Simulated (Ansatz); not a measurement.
**Ideal shear of a crystal plane in Bi₂Te₃**

These are results of Ansatz, DFT PBE, scalar-relativistic, plane waves, PAW, not measurements. The runs took a 420 eV cutoff, a Γ-centred 9×9×1 mesh and Gaussian smearing (0.05 eV). Spin–orbit coupling is left out, which can shift energies with elements as heavy as these. No spin polarisation. Energies are free energies at this smearing, counted from the undisturbed cell; pressure is positive in compression.

Zero of the scan (relaxed at this level):

```
Bi Te
1.0
    -4.44655    0.00000    0.00000
    -2.22327   -3.85082    0.00000
     0.00000    0.00000   32.16867
Bi Te
6 9
Cartesian
  -4.4465 -2.5672 18.1396
  0.0000 0.0000 7.4167
  -2.2233 -1.2836 28.8625
  -4.4465 -2.5672 24.7530
  0.0000 0.0000 14.0301
  -2.2233 -1.2836 3.3072
  -4.4465 -2.5672 5.3620
  0.0000 0.0000 26.8078
  -2.2233 -1.2836 16.0849
  -4.4465 -2.5672 12.3115
  0.0000 0.0000 1.5886
  -2.2233 -1.2836 23.0344
  -4.4465 -2.5672 30.5811
  0.0000 0.0000 19.8583
  -2.2233 -1.2836 9.1354
```

The cell holds layers and no dispersion correction was added, so their binding is poorly described.

The cut lies on the cell's a–b face, a (0 0 1) plane (indices in the standard cell, whose axes needn't be the Cartesian ones shown) of area 17.12 Å², between layers 3.18 Å apart. Vector c is tilted by f times 1·a + 0·b (length 4.447 Å) with the atoms' Cartesian places fixed: one unrelaxed fault a cell. The traction is dγ/du, the slope of γ against the slip u in Å. Some rows repeat others by symmetry and weren't run.

```csv
f,γ (mJ/m²),traction (GPa)
0.0000,0,0.0
0.1000,8,0.4
0.2000,32,0.7
0.3000,68,0.8
0.4000,101,0.6
0.5000,114,0.0
0.6000,101,-0.6
0.7000,68,-0.8
0.8000,32,-0.7
0.9000,8,-0.4
```

Question: Read off the first barrier and the stress needed to climb it, and compare with Frenkel's sinusoid.

Answer: The first sampled maximum lies at f = 0.500, a slip of 2.22 Å, with γ ≈ 114 mJ/m², which stands in for the unstable fault energy γ_us, and the steepest sampled slope before it is 0.8 GPa. A sinusoid γ = γ_us sin²(πu/λ) with its maximum there has λ = 4.45 Å and a largest slope πγ_us/λ = 0.8 GPa (1 mJ/m² per Å = 0.01 GPa). The stand-in is too high: the stress and forces give a traction of 1.6 GPa across the line at this point, so it is no saddle, and slip that bends off the line crosses lower.

Question: Is there a metastable fault on this line?

Answer: Apart from points where γ returns to about zero, no local minimum shows among the samples, so at this sampling the line offers no fault for a dislocation to split on; a fault can still lie off the line.

The cut is rigid; relaxing the faces lowers these energies and usually the stresses.

Cost: 6 runs of about 7.9 core-minutes in all, on AMD EPYC 9R45 (Zen 5) (shared hosts).